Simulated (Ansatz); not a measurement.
## Field gradients at the nuclei in S

The cell is a computed structure from the Materials Project (it need not be an observed phase), taken as it stands.

```cif
data_S
_symmetry_space_group_name_H-M 'C2/c'
_symmetry_Int_Tables_number 15
_cell_length_a 12.9349
_cell_length_b 10.3659
_cell_length_c 8.5765
_cell_angle_alpha 90.000
_cell_angle_beta 106.195
_cell_angle_gamma 90.000
loop_
_atom_site_label
_atom_site_type_symbol
_atom_site_symmetry_multiplicity
_atom_site_Wyckoff_symbol
_atom_site_fract_x
_atom_site_fract_y
_atom_site_fract_z
S1 S 8 f 0.8346 0.0837 0.1418
S2 S 8 f 0.7975 0.8012 0.8127
S5 S 8 f 0.5758 0.1874 0.5695
S6 S 8 f 0.5737 0.0377 0.7297
S8 S 8 f 0.0729 0.0642 0.7274
```

One atom of each set is listed; the run and its k-mesh use a cell of 20 atoms with edges of 8.29, 8.29, 8.58 Å.

All values are calculated (Ansatz; DFT, PBE, plane waves and PAW, scalar-relativistic, 420 eV cutoff, Γ-centred 4×4×4 k-points, Fermi–Dirac smearing 0.05 eV), not measured.

V_zz is the principal component of the electric field gradient with the largest magnitude, η = (V_xx − V_yy)/V_zz and C_Q = eQV_zz/h.

33S: I = 3/2, Q = -69.40 mb. Quadrupole moments are those of Pyykkö's year-2017 table.

Q: Which values are expected at the nuclei?

A: 

```
site  atoms                     first shell  V_zz (10²¹ V/m²)     η  C_Q (MHz)
  S1      4  2 S at 2.05–2.07 Å, angle 105°             -25.3  0.59       42.4
  S2      4  2 S at 2.04–2.05 Å, angle 112°             -26.0  0.61       43.7
  S5      4  2 S at 2.04–2.08 Å, angle 105°             -25.7  0.58       43.1
  S6      4  2 S at 2.03–2.08 Å, angle 107°             -26.4  0.58       44.4
  S8      4  2 S at 2.03–2.07 Å, angle 109°             -26.2  0.59       44.0
```

The structure holds S–S bonds (2.05 Å). At S1, S2, S5, S6 and S8 V_zz stands upright on the plane of its two bonds (within 6°) in each case.

The largest force is 0.3 eV/Å, so the atoms aren't at the calculated equilibrium and relaxing them would move these values.

The run took 2.1 min of wall time (2.1 min of CPU time) and 1.1 GiB at its peak, on 1 thread of Arm Neoverse V1 (aarch64; 8 cores open to the job, memory cap 2.5 GiB, no GPU), a shared host with a load of 0.3 a core.
